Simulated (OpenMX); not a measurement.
Runs of OpenMX 3.8.5 on Sn. Symmetry: I4_1/amd, No. 141, tetragonal system. Conventional cell: a = 5.880 Å, b = 5.880 Å, c = 3.199 Å, α = 90.00°, β = 90.00°, γ = 90.00°. Around Sn (site symmetry -4m2) lie 6 Sn at 3.05 to 3.20 Å. 

| task | level | potentials or basis | spin | cell | k mesh | SCF threshold | max SCF cycles | grid points, held for all volumes | optimiser | force threshold | pressure (GPa) | moment (μB) |
| --- | --- | --- | --- | --- | --- | --- | --- | --- | --- | --- | --- | --- |
| band structure | PBE | OpenMX 2013 PBE set, Sn7.0-s3p2d2, grid cutoff 500 Ry | off | as given | 9 × 9 × 9 | 1e-08 Ha | 100 | - | - | - | (a) | - |
| band structure | PBE | OpenMX 2013 PBE set, Sn7.0-s3p2d2, grid cutoff 500 Ry | non-collinear, zero start, SOC | as given | 7 × 7 × 7 | 1e-07 Ha | 100 | - | - | - | - | 0.00 |
| band structure | PBE | OpenMX 2013 PBE set, Sn7.0-s3p2d1, grid cutoff 500 Ry | off | as given | 9 × 9 × 9 | 1e-08 Ha | 100 | - | - | - | -8.5 | - |
| relaxation of cell and atoms | LDA | OpenMX 2013 LDA set, Sn7.0-s3p2d1, grid cutoff 500 Ry | collinear, antiferromagnetic start | relaxed | 7 × 7 × 7 | 1e-08 Ha | 100 | - | RFC5 | 1.0e-3 Ha/bohr | -11.9 | 0.00 |

Alike in all rows: smearing fermi-dirac 0.05 eV.

Question: Estimate the missing entries.

Answer: (a) -7.3.

Caveats: the basis of atomic orbitals isn't converged, which shifts pressures, moduli and gaps; total energies with and without spin-orbit coupling shouldn't be compared in this program (some runs); the relaxation stopped at its first step, so nothing moved (some runs); the energies along the path lack the entropy term of the smearing (some runs).
